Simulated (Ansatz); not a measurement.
**Equation of state of ZnS from a dense series**

```
CELL_PARAMETERS angstrom
0.00000 2.70465 2.70465
2.70465 0.00000 2.70465
2.70465 2.70465 0.00000
ATOMIC_POSITIONS crystal
Zn 0.00000 0.00000 0.00000
S 0.75000 0.75000 0.75000
```

Atoms are numbered in the order listed.

The cell is COD entry 9000107, as deposited and not checked against the literature; nothing was relaxed.

The calculation used DFT, PBEsol, all-electron LAPW, scalar-relativistic (Ansatz 0.2.0).

Sampling and basis: a Γ-centred 8×8×8 k mesh, Fermi–Dirac smearing of 0.01 eV, basis error target 0.25 meV/atom, no spin polarisation.

The cell is scaled evenly. Fractional coordinates are held (clamped ions).

| V (Å³/atom) | P (GPa) |
| --- | --- |
| 18.598 | 2.75 |
| 18.796 | 1.81 |
| 18.993 | 0.92 |
| 19.290 | -0.32 |
| 19.389 | -0.71 |
| 19.587 | -1.46 |
| 19.785 | -2.17 |
| 19.983 | -2.84 |
| 20.181 | -3.48 |
| 20.279 | -3.78 |
| 20.576 | -4.64 |
| 20.774 | -5.18 |

(1) Fit a third-order Birch–Murnaghan curve to the pressures.

(2) Predict the pressure at the withheld volume, 20.972 Å³/atom.

## Answers

(1) P = (3B0/2)(y^(7/2) − y^(5/2))[1 + (3/4)(B0′ − 4)(y − 1)] with y = (V0/V)^(2/3) fits within 0.01 GPa for V0 = 19.211 Å³/atom, B0 = 78.8 GPa and B0′ = 4.45.

(2) There y = 0.9432, so the fit gives -5.69 GPa; the run gave -5.69 GPa.
